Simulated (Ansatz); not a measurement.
Geometry optimisation, RKS PBE/6-31G in Ansatz 0.2.0.

Input:

```yaml
crystal:
  periodic: [false, false, false]
  atoms:
    - { symbol: C, position_ang: [-0.839, 0.657, 0.2245] }
    - { symbol: C, position_ang: [0.0243, -0.0849, 1.1425] }
    - { symbol: C, position_ang: [1.0485, -0.6932, 0.223] }
    - { symbol: "N", position_ang: [0.5192, -0.7474, -1.0857] }
    - { symbol: C, position_ang: [-0.3066, 0.4883, -1.1939] }
    - { symbol: H, position_ang: [-1.9069, 0.319, 0.2712] }
    - { symbol: H, position_ang: [-0.8985, 1.7653, 0.4826] }
    - { symbol: H, position_ang: [-0.5069, -0.8456, 1.6499] }
    - { symbol: H, position_ang: [0.4829, 0.5775, 1.9484] }
    - { symbol: H, position_ang: [1.9722, -0.0535, 0.2108] }
    - { symbol: H, position_ang: [1.3881, -1.6835, 0.6022] }
    - { symbol: H, position_ang: [-0.2001, -1.5253, -1.0648] }
    - { symbol: H, position_ang: [0.3214, 1.3418, -1.4548] }
    - { symbol: H, position_ang: [-1.1116, 0.4553, -1.927] }
basis:
  gaussian: { orbitals: "6-31G" }
hamiltonian:
  xc: pbe
relax:
  f_tol: 0.02
  max_steps: 40
scf:
  lower_state_search: "off"
```

Run as:

```bash
$ ansatz run input.yaml --threads 1 --pin off --max-ram 2048MiB --backend cpu --events-out ev --progress --plain --runs-dir out
```

Problem. Where does it end, and by what steps?

Solution. The forces met the threshold. Limits of this set-up: no polarisation functions. After 5 steps the energy has fallen by 0.570 eV; H12 moved furthest, 0.19 Å.

```
step  energy less start (eV)  largest force component (eV/Å)  accepted
   0                  0.0000                           3.383       yes
   1                 -0.4885                           1.176       yes
   2                 -0.5311                           0.561       yes
   3                 -0.5528                           0.449       yes
   4                 -0.5688                           0.071       yes
   5                 -0.5697                           0.018       yes
```

```xyz
14
Properties=species:S:1:pos:R:3
C -0.886 0.770 0.250
C 0.008 -0.096 1.197
C 1.104 -0.687 0.255
N 0.494 -0.754 -1.097
C -0.343 0.470 -1.192
H -1.949 0.484 0.343
H -0.817 1.846 0.489
H -0.584 -0.912 1.649
H 0.439 0.493 2.025
H 1.975 -0.005 0.212
H 1.468 -1.679 0.568
H -0.080 -1.602 -1.197
H 0.297 1.306 -1.532
H -1.139 0.335 -1.942
```

Whether the end is a true minimum wasn't checked by a vibrational analysis.

Time of the run: 17 s on 1 thread of Arm Neoverse V1, with other jobs on the host, peak memory 0.12 GiB.
